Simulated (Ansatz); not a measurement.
# AlN: the cost of one run

Computed with Ansatz 0.2.0 (DFT PBE, scalar-relativistic, plane waves, PAW, unless a step's input says otherwise).

4 further runs of the same task are left out: 4 set aside as unsound or not needed.

## Step 1: The system as given

It takes space group F-43m (No. 216, cubic). The conventional cell has a = 4.403 Å, b = 4.403 Å, c = 4.403 Å, α = 90.00°, β = 90.00°, γ = 90.00°. Al (site symmetry -43m) has 4 N at 1.91 Å as nearest neighbours. Around N (site symmetry -43m) lie 4 Al at 1.91 Å.

Coordinates:

```
Al N
1.0
     0.00000    2.20159    2.20159
     2.20159    0.00000    2.20159
     2.20159    2.20159    0.00000
Al N
1 1
Cartesian
  0.0000 0.0000 0.0000
  3.3024 3.3024 3.3024
```

It goes back to an entry of the Materials Project, which need not be the stable form.

It is the result of an earlier relaxation at this level (volume 10.67 Å³/atom; gap on the mesh: 3.31 eV).

## Step 2: Phonons at Γ, at rest

Contents of input.yaml:

```yaml
crystal:
  lattice:
    - [0.0, 2.2015871054, 2.2015871054]
    - [2.2015871054, 0.0, 2.2015871054]
    - [2.2015871054, 2.2015871054, 0.0]
  atoms:
    - { symbol: Al, position: [0.0, 0.0, 0.0] }
    - { symbol: "N", position: [0.75, 0.75, 0.75] }
basis:
  ecutwfc: 420
kpoints:
  mp_grid: { grid: [10, 10, 10] }
hamiltonian:
  xc: pbe
scf:
  occupations: { method: fixed }
output:
  eigenvalues: true
phonons:
  method: dfpt
  dielectric: true
  rigid_motions: translations
  eigenvectors: true
```

The run is started by

```
> ansatz run input.yaml --threads 1 --pin off --max-ram 3072MiB --backend cpu --events-out ev --progress --plain --runs-dir out
```

**Question.** How long does this run take on 1 thread of AMD EPYC 9R45 (Zen 5), shared host, and how much memory does it need?

About 11 s, with a peak of 0.5 GiB.
